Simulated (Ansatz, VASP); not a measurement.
# SrCl2 in VASP and in Ansatz

```
CELL_PARAMETERS angstrom
0.00000 3.48550 3.48550
3.48550 0.00000 3.48550
3.48550 3.48550 0.00000
ATOMIC_POSITIONS crystal
Sr 0.00000 0.00000 0.00000
Cl 0.23924 0.26076 0.26076
Cl 0.73924 0.76076 0.76076
```

Change from the starting cell: all Cl atoms moved +0.075 Å, as atom 2 along Cartesian [1 0 0].

Alike in both runs: task single point; functional PBE; k mesh 6 × 6 × 6; occupations gaussian, width 0.05 eV; no spin polarisation.

```csv
,VASP,Ansatz
version,VASP 6.6.1,Ansatz 0.2.0
potentials or method,"VASP PAW PBE potentials, release 64 (Sr_sv, Cl)","scalar-relativistic, plane waves, PAW"
plane-wave cutoff (eV),520,420
valence electrons in the cell,24,24
```

Ansatz gave:

```
gap on the k mesh at the Fermi level (eV) : 5.35
least direct gap on the mesh (eV)         : 5.50
pressure (GPa)                            : 1.1
rms of the force components (eV/Å)        : 0.083
```

Problem. What did VASP give for the same quantities?

Solution. gap on the k mesh at the Fermi level (eV): 5.34; least direct gap on the mesh (eV): 5.50; pressure (GPa): 1.2; rms of the force components (eV/Å): 0.085.

Atom by atom the forces differ by 0.002 eV/Å (rms over components).

A k mesh can miss the band edges.
